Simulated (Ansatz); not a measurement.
# Ag: further runs on the relaxed cell

The task here is to estimate one member of a computed series from the others.

Method: DFT PBEsol, scalar-relativistic, plane waves, PAW, in Ansatz 0.2.0.

1 further run of the same task is left out (set aside as unsound or not needed).

## The starting structure

It takes space group Fm-3m (No. 225, cubic). Conventional cell: a = 4.054 Å, b = 4.054 Å, c = 4.054 Å, α = 90.00°, β = 90.00°, γ = 90.00°. Around Ag (site symmetry m-3m) lie 12 Ag at 2.87 Å.

Coordinates:

```xyz
1
Lattice="0.0000 2.0272 2.0272 2.0272 0.0000 2.0272 2.0272 2.0272 0.0000" Properties=species:S:1:pos:R:3 pbc="T T T"
Ag    0.0000    0.0000    0.0000
```

It is the result of an earlier relaxation at this level (volume 16.66 Å³/atom; gap on the mesh: none (metal)).

Set-up of the first run:

File input.yaml:

```yaml
crystal:
  lattice:
    - [0.0, 2.0272056193, 2.0272056193]
    - [2.0272056193, 0.0, 2.0272056193]
    - [2.0272056193, 2.0272056193, 0.0]
  atoms:
    - { symbol: Ag, position: [0.0, 0.0, 0.0] }
basis:
  ecutwfc: 420
kpoints:
  mp_grid: { grid: [18, 18, 18] }
  band_path:
    path:
      - [[0.0, 0.0, 0.0], [0.5, 0.0, 0.5], [0.625, 0.25, 0.625]]
      - [[0.375, 0.375, 0.75], [0.0, 0.0, 0.0], [0.5, 0.5, 0.5], [0.5, 0.25, 0.75], [0.5, 0.0, 0.5]]
    npoints: 14
hamiltonian:
  xc: pbesol
scf:
  occupations: { method: gaussian, width: 0.1 }
  n_extra_bands: 6
output:
  forces: true
  stress: true
  eigenvalues: true
  populations: true
  dos: { projected: true, de: 0.02, nscf_kmesh: { grid: [27, 27, 27] } }
  bader: true
  write_density: true
  write_potential: true
  elf: true
  volumetric_format: npy
```

On the command line:

```sh
$ ansatz run input.yaml --threads 1 --pin off --max-ram 2560MiB --backend cpu --events-out ev --progress --plain --runs-dir out
```

Among the steps run: Electronic structure at the relaxed geometry; Point at V/V0 = 0.97; Point at V/V0 = 1.03; Point at V/V0 = 0.94; Point at V/V0 = 1.06.

One of the session's tables, all rows but one given; the rest of the session is left out.

It belongs to the step «Equation of state». 

```
volume (Å³/atom)  energy above the lowest point (meV/atom)  pressure (GPa)
          15.662                                      25.8            8.84
          16.162                                       6.0            3.99
          16.662                                       0.0            0.00
          17.162                                         ?               ?
          17.662                                      19.7           -5.91
```

Q: Estimate the row for volume (Å³/atom) = 17.162 from the others.

Worked estimate for «energy above the lowest point (meV/atom)». A straight line through the neighbours (16.662, 0.0) and (17.662, 19.7) gives 0.0 + (19.7 − 0.0) × (17.162 − 16.662) / (17.662 − 16.662) = 9.8; a parabola fitted to 3 rows on both sides gives 4.6.

The run gave: energy above the lowest point (meV/atom): 5.2; pressure (GPa): -3.25. In «energy above the lowest point (meV/atom)» the line misses by +4.6 and the parabola by -0.6.
